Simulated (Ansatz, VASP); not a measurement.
**One calculation of V, two programs**

File INCAR:

```
SYSTEM = V
  PREC = Accurate
  ENCUT = 520
  EDIFF = 1E-6
  ISMEAR = 0
  SIGMA = 0.15
  LREAL = .False.
  LASPH = .True.
  NELM = 100
  ALGO = Fast
  ISIF = 2
  LWAVE = .False.
  LCHARG = .False.
  GGA = PS
  NBANDS = 12
```

The input KPOINTS:

```
regular mesh
0
Gamma
  22 22 22
  0 0 0
```

File POSCAR:

```
V
1.0
   -1.5130000000      1.5130000000      1.3919600000
    1.5130000000     -1.5130000000      1.3919600000
    1.5130000000      1.5130000000     -1.3919600000
V
1
Direct
    0.0000000000      0.0000000000      0.0000000000
```

Input for Ansatz:

```yaml
crystal:
  lattice:
    - [-1.513, 1.513, 1.39196]
    - [1.513, -1.513, 1.39196]
    - [1.513, 1.513, -1.39196]
  atoms:
    - { symbol: V, position: [0.0, 0.0, 0.0] }
basis:
  ecutwfc: 420
kpoints:
  mp_grid: { grid: [22, 22, 22] }
hamiltonian:
  xc: pbesol
scf:
  occupations: { method: gaussian, width: 0.15 }
output:
  forces: true
  stress: true
  eigenvalues: true
```

Change from the starting cell: strain +0.000 along x and y, -0.080 along z, atoms carried along.

Alike in both runs: task single point; functional PBEsol; k mesh 22 × 22 × 22; occupations gaussian, width 0.15 eV; no spin polarisation.

|  | VASP | Ansatz |
| --- | --- | --- |
| version | VASP 6.6.1 | Ansatz 0.2.0 |
| potentials or method | VASP PAW PBE potentials, release 64 (V_sv) | scalar-relativistic, plane waves, PAW |
| plane-wave cutoff (eV) | 520 | 420 |
| valence electrons in the cell | 13 | 13 |

|  | VASP | Ansatz | Ansatz less VASP |
| --- | --- | --- | --- |
| gap on the k mesh at the Fermi level (eV) | none | none | - |
| pressure (GPa) | 4.1 | 3.8 | -0.30 |
| largest component of the traceless stress (GPa) | 6.47 | 6.48 | +0.012 |

A gap of «none» marks a metal or a gap that the smearing closes.

Caveats: the PAW data sets were made with another functional, which shifts forces and pressure a little (VASP).
